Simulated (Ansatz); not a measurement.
**Compressing ZnS: a fit and a missing row**

ZnS, P6_3mc, a = 3.845 Å, c = 6.305 Å. The compound has several low-lying forms, and this is one of them. Ansatz: PBE, PAW, 420 eV, Γ-centred 12×12×6 mesh on 4 atoms, Gaussian smearing 0.02 eV; no spin polarisation. Shape and atoms are relaxed at each volume; pressure is positive in compression.

```tsv
V (Å³/atom)	P (GPa)
17.765	?
18.371	8.01
18.976	4.89
19.582	2.24
20.188	-0.01
20.793	-1.92
21.399	-3.55
22.206	-5.34
```

Take V0 = 20.188 Å³/atom, count pressures from its P0 = -0.01 GPa, fit the third-order Birch–Murnaghan form to the other rows, and predict the missing pressure.

With the Eulerian strain f = ½[(V0/V)^(2/3) − 1] and y = (P − P0)/[3f(1 + 2f)^(5/2)], the form is the line y = B0 + 1.5 B0 (B0′ − 4) f. Rows (f, y): 0.03245, 70.4; 0.02107, 69.9; 0.01026, 69.5; -0.00975, 68.6; -0.01905, 68.3; -0.03077, 67.7. Means f = 0.0007017, y = 69.067; Σ(Δf)² = 0.003004, ΣΔfΔy = 0.1265; the slope is their ratio. y = 69.04 + 42.10 f GPa, so B0 = 69.0 GPa and B0′ = 4 + 2 × (42.10)/(3 × 69.04) = 4.41. At V = 17.765, f = 0.04449, y = 70.91 and P = 11.70 GPa. The run gave 11.70 GPa, the same to the digits shown.